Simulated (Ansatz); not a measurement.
Sheet: HfS2, a sheet with vacuum.

```
Hf S
1.0
     3.65176    0.00000    0.00000
    -1.82588    3.16251    0.00000
     0.00000    0.00000   29.87378
Hf S
1 2
Direct
  0.00000 0.00000 0.30127
  0.66667 0.33333 0.25284
  0.33333 0.66667 0.34969
```

The cell was built by a generator and needn't be a form met in nature.

Base run:

| Item | Value |
| --- | --- |
| Program | Ansatz 0.2.0 |
| Functional | LDA |
| Potentials or basis | all-electron LAPW, scalar-relativistic |
| Cutoff | 231 eV (chosen from the basis error) |
| Basis error allowed | 0.002 eV/atom |
| k mesh | 8 × 8 × 1 |
| Occupations | fermi-dirac, width 0.05 eV |
| Spin | no spin polarisation |

Its results: band gap on the k mesh 1.15 eV, indirect (least direct gap 1.90 eV); largest force 0.567 eV/Å.

The run is repeated on the same cell with these changes: functional from LDA to PBEsol. What comes out?

Band gap on the k mesh 1.22 eV, indirect (least direct gap 1.99 eV); largest force 0.300 eV/Å.

Caveats: spin-orbit coupling is left out, which moves the levels of the heavy elements.

A k mesh can miss the band edges.
